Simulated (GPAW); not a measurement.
**Hf: band structure with optPBE-vdW**

Crystal: Hf.

```xyz
1
Lattice="0.1193 2.3431 1.9928 2.3211 0.1248 1.9873 2.4498 2.4662 -0.0039" Properties=species:S:1:pos:R:3 pbc="T T T"
Hf    0.0000    0.0000    0.0000
```

This isn't the form of Hf at room conditions, which is hcp.

The cell isn't the ideal one: cell sheared at random, sigma 0.06, atoms nudged by 0.01 Å.

```yaml
Program: GPAW 26.7.0
Task: band structure
Functional: optPBE-vdW
Potentials_or_basis: GPAW PAW data sets (gpaw-data 1.2.1)
Cutoff: 600 eV
Basis: pw
k_mesh: 9 × 9 × 8
Occupations: fermi-dirac, width 0.05 eV
Spin: no spin polarisation
Maxiter: 75
Band_path: XGY,LGZ,NGM,RG
Band_points: 80
Mixer: pulay beta=0.02 nmaxold=8 weight=100.0
```

```yaml
Band_gap_along_the_path: none (metal or under the smearing width)
```

Levels at the corners of the path, in eV from the Fermi level:
| point | band 3 | band 4 | band 5 | band 6 | band 7 | band 8 |
| --- | --- | --- | --- | --- | --- | --- |
| X | -30.13 | -30.00 | -3.69 | 0.51 | 1.06 | 1.97 |
| Γ | -30.00 | -29.95 | -7.14 | 0.41 | 1.91 | 2.38 |
| Y | -30.25 | -30.08 | -3.49 | -0.43 | 1.25 | 2.85 |
| L | -30.34 | -30.15 | -3.37 | -1.78 | 2.09 | 5.14 |
| Γ | -30.00 | -29.95 | -7.14 | 0.41 | 1.91 | 2.38 |
| Z | -30.13 | -29.99 | -3.70 | 0.48 | 1.04 | 2.00 |
| N | -30.57 | -30.34 | -3.08 | -2.51 | 4.71 | 6.55 |
| Γ | -30.00 | -29.95 | -7.14 | 0.41 | 1.91 | 2.38 |
| M | -30.33 | -30.14 | -3.39 | -1.78 | 1.98 | 5.23 |
| R | -30.25 | -30.08 | -3.48 | -0.42 | 1.30 | 2.79 |
| Γ | -30.00 | -29.95 | -7.14 | 0.41 | 1.91 | 2.38 |

It took 93 s on 1 thread of Arm Neoverse V1, on a shared host, peak memory 0.27 GiB.

Caveat: spin-orbit coupling is left out, which moves the levels of the heavy elements.
